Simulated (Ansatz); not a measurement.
# KCl: how the settings move a single-point run

Aim: see which settings change the result for KCl, by how much, and at what cost. The cell is built on a prototype (wurtzite) and needn't be the phase found in nature.

Method: reference: DFT, HSE06, plane waves, PAW, in Ansatz 0.2.0.

1 further run of the same task is left out (it didn't finish).

### 1 Starting point

It takes space group P6_3/mmc (No. 194, hexagonal). The conventional cell has a = 5.344 Å, b = 5.344 Å, c = 6.239 Å, α = 90.00°, β = 90.00°, γ = 120.00°. K (site symmetry -6m2) is surrounded by 5 Cl at 3.09 to 3.12 Å. Around Cl (site symmetry -6m2) lie 5 K at 3.09 to 3.12 Å.

Coordinates:

```
CELL_PARAMETERS angstrom
5.34380 0.00000 0.00000
-2.67190 4.62787 0.00000
0.00000 0.00000 6.23917
ATOMIC_POSITIONS crystal
K 0.33333 0.66667 0.93750
K 0.66667 0.33333 0.43750
Cl 0.33333 0.66667 0.43750
Cl 0.66667 0.33333 0.93750
```

### 2 The reference run

Contents of input.yaml:

```yaml
crystal:
  lattice:
    - [5.3438034984, 0.0, 0.0]
    - [-2.6719017492, 4.6278695824, 0.0]
    - [0.0, 0.0, 6.2391671764]
  atoms:
    - { symbol: K, position: [0.3333333333, 0.6666666667, -0.0625] }
    - { symbol: K, position: [0.6666666667, 0.3333333333, 0.4375] }
    - { symbol: Cl, position: [0.3333333333, 0.6666666667, 0.4375] }
    - { symbol: Cl, position: [0.6666666667, 0.3333333333, 0.9375] }
kpoints:
  mp_grid: { grid: [6, 6, 2] }
hamiltonian:
  xc: hse06
scf:
  occupations: { method: fixed }
  n_extra_bands: 5
output:
  forces: true
  stress: true
  eigenvalues: true
  write_density: true
  write_potential: true
  elf: true
  volumetric_format: npy
```

Launch:

```bash
> ansatz run input.yaml --threads 4 --pin off --max-ram 3686MiB --backend cpu --events-out ev --progress --plain --runs-dir out
```

### 3 Variant: mp_grid.grid [6, 6, 4], xc pbe

input.yaml, as its differences from that of step 2:

```diff
@@ -11,5 +11,5 @@
 kpoints:
-  mp_grid: { grid: [6, 6, 2] }
+  mp_grid: { grid: [6, 6, 4] }
 hamiltonian:
-  xc: hse06
+  xc: pbe
 scf:
@@ -21,5 +21 @@
   eigenvalues: true
-  write_density: true
-  write_potential: true
-  elf: true
-  volumetric_format: npy
```

### 4 Changing settings: exchange pbe, correlation pbe, coeff 0.35, omega 0.3

input.yaml, as its differences from that of step 2:

```diff
@@ -13,3 +13,3 @@
 hamiltonian:
-  xc: hse06
+  xc: { exchange: pbe, correlation: pbe, exx: { coeff: 0.35, omega: 0.3 } }
 scf:
@@ -21,5 +21 @@
   eigenvalues: true
-  write_density: true
-  write_potential: true
-  elf: true
-  volumetric_format: npy
```

### 5 Changing settings: xc_grid 1

input.yaml, as its differences from that of step 2:

```diff
@@ -21,5 +21,3 @@
   eigenvalues: true
-  write_density: true
-  write_potential: true
-  elf: true
-  volumetric_format: npy
+basis:
+  xc_grid: 1
```

Q: Predict the outcome of this session. Wanted: for each run, ending; energy change; pressure; gap; force.

The runs gave:

| run | ending | energy change | pressure (GPa) | gap (eV) | force (eV/Å) | cycles | time |
| --- | --- | --- | --- | --- | --- | --- | --- |
| reference | converged | 0 | 0.3 | 6.02 | 0.00 | 10 | 30 s |
| 1: mp_grid.grid [6, 6, 4], xc pbe | converged | not comparable | 0.4 | 4.77 | 0.00 | 6 | 1.2 s |
| 2: exchange pbe, correlation pbe, coeff 0.35, omega 0.3 | converged | not comparable | 0.2 | 6.19 | 0.00 | 12 | 30 s |
| 3: xc_grid 1 | converged | 0.0 meV/atom | 0.3 | 6.02 | 0.00 | 10 | 30 s |

Times don't compare one to one where runs were asked for different outputs or read a saved state (see the inputs); cycles may leave out searches for a lower state.

Residual by cycle in the longest SCF loop of each run; runs are numbered as in the table. The quantity is the density residual dr2, in eV.

```csv
cycle,reference,run 1,run 2,run 3
1,0.00783,1.4e-4,0.0126,0.00783
2,0.00136,7.8e-5,0.00248,0.00136
3,2.9e-4,1.7e-5,5.2e-4,2.9e-4
4,3.1e-6,3.9e-6,9.1e-6,3.1e-6
5,-,1.3e-6,4.3e-6,-
6,-,5.0e-8,-,-
```

«xc_grid 1» leaves the energy as it was. Of the variants the dearest is «xc_grid 1» (30 s), the cheapest «mp_grid.grid [6, 6, 4], xc pbe» (1.2 s), on a shared host.
